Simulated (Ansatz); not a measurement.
NaF (Villiaumite):

```
Na F
1.0
     0.00000    2.32000    2.32000
     2.32000    0.00000    2.32000
     2.32000    2.32000    0.00000
Na F
1 1
Direct
  0.00000 0.00000 0.00000
  0.50000 0.50000 0.50000
```

Base run:

| Quantity | Value |
| --- | --- |
| Program | Ansatz 0.2.0 |
| Functional | PBEsol |
| Potentials or basis | Ansatz PAW |
| Cutoff | 420 eV |
| Density cutoff | 1680 eV |
| k mesh | 6 × 6 × 6 |
| Occupations | fermi-dirac, width 0.05 eV |
| Spin | no spin polarisation |

Its results: band gap on the k mesh 6.16 eV, direct.

The run is repeated on the same cell with these changes: functional from PBEsol to r2SCAN0; cutoff from 420 eV to 500 eV; density cutoff from 1680 eV to 2000 eV. What comes out?

Band gap on the k mesh 9.74 eV, direct.

r2SCAN0 gives the wider gap, since exact exchange removes part of the self-interaction.

Caveats: the density of states is complete only up to the lowest level of the last band computed.

A k mesh can miss the band edges.

Not every run made on this cell is shown here.
